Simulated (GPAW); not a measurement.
The system is ZrO.

```xyz
2
Lattice="1.8266 -2.9188 0.0000 1.8266 2.9188 0.0000 0.0000 0.0000 2.6199" Properties=species:S:1:pos:R:3 pbc="T T T"
Zr    0.0000    0.0000    0.0000
O     1.8266    0.0000    0.0000
```

The cell was built by a generator and needn't be a form met in nature.

Base run:

| Quantity | Value |
| --- | --- |
| Program | GPAW 26.7.0 |
| Functional | PBE |
| Potentials or basis | GPAW PAW data sets (gpaw-data 1.2.1) |
| Cutoff | 650 eV |
| Basis | pw |
| k mesh | 7 × 7 × 8 |
| Occupations | fermi-dirac, width 0.05 eV |
| Spin | no spin polarisation |

Its results: band gap on the k mesh none (metal or under the smearing width); pressure 59.3 GPa.

Question: The run is repeated on the same cell with these changes: cutoff from 650 eV to 600 eV. What comes out?

Answer: Band gap on the k mesh none (metal or under the smearing width); pressure 57.6 GPa.

Caveats: the cutoff is short for stress and forces, so pressures can be off by a GPa or more; a pressure of tens of GPa on the cell as given is suspect, and the run, the potentials or the cell itself is likely at fault.
